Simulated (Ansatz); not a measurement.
The system is HgTe.

```
CELL_PARAMETERS angstrom
-3.04560 3.04560 1.55941
3.04560 -3.04560 1.55941
3.04560 3.04560 -1.55941
ATOMIC_POSITIONS crystal
Hg 0.75000 0.25000 0.50000
Te 0.00000 0.00000 0.00000
```

Measurements of this composition are mostly on another form, of space group No. 216.

```yaml
Program: Ansatz 0.2.0
Task: relaxation of cell and atoms
Functional: PBE
Potentials_or_basis: all-electron LAPW, relativistic spinors
Basis_error_allowed: 0.001 eV/atom
k_mesh: 7 × 7 × 7
Occupations: fermi-dirac, width 0.05 eV
Spin: spin-orbit coupling, no magnetisation
```

At the start: volume 28.93 Å³/atom.

Task: How do energy, volume and symmetry change on relaxing?

Result: Over 5 steps the energy falls by 9.1 meV/atom and the volume is 28.77 Å³/atom (-0.5 %); space group I-4m2 (No. 119, to 0.05 Å).

The path:
```tsv
step	energy change (eV)	largest force (eV/Å)	volume (Å³)
1	0.0000	0.0000	57.86
2	-0.0171	0.0000	57.26
3	-0.0178	0.0000	57.67
4	-0.0181	0.0000	57.55
5	-0.0181	0.0000	57.55
```

Final structure:
```
Hg Te
1.0
    -3.08203    3.08203    1.51461
     3.08203   -3.08203    1.51461
     3.08203    3.08203   -1.51461
Hg Te
1 1
Cartesian
  0.0000 3.0820 0.7573
  0.0000 0.0000 0.0000
```

Caveat: the k mesh is thin for a metal, which can move the energy by tens of meV per atom.
